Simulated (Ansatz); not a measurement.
In, DFT, LDA, all-electron LAPW, scalar-relativistic (Ansatz 0.2.0), run on 1 thread of Intel(R) Xeon(R) Platinum 8488C (Sapphire Rapids) on a shared host.

The geometry is COD entry 9017523, unchecked; take it as a test cell. The listed cell was then made from it by scaling, straining or moving an atom.

Command: `ansatz run input.yaml --threads 1 --pin off --max-ram 3072MiB --backend cpu --events-out ev --progress --plain --runs-dir out`

```yaml
crystal:
  lattice:
    - [-1.62615, 1.62615, 2.4492105]
    - [1.62615, -1.62615, 2.4492105]
    - [1.62615, 1.62615, -2.4492105]
  atoms:
    - { symbol: In, position: [0.0, 0.0, 0.0] }
kpoints:
  mp_grid: { grid: [14, 14, 14] }
  band_path:
    path:
      - [0.0, 0.0, 0.0]
      - [0.0, 0.0, 0.5]
      - [0.25, 0.25, 0.25]
      - [0.0, 0.5, 0.0]
      - [0.0, 0.0, 0.0]
      - [0.5, 0.5, -0.5]
      - [0.3602069518, 0.6397930482, -0.3602069518]
      - [-0.3602069518, 0.3602069518, 0.3602069518]
      - [0.0, 0.0, 0.0]
    npoints: 5
scf:
  occupations: { method: fermi_dirac, width: 0.05 }
hamiltonian:
  xc: lda
  pseudopotentials: { kind: all_electron, lapw: { basis_error: 0.0005 } }
output:
  forces: true
  stress: true
  eigenvalues: true
```

(1) How large is the problem that the program sets up?

(2) Estimate the wall time and the peak memory.

## Answers

(1) 244 irreducible k-points, 169 plane waves at Γ, 15 bands.

(2) 14 s of wall time for 7 SCF iterations, with a peak of 0.41 GiB. Times on shared machines scatter by tens of per cent.
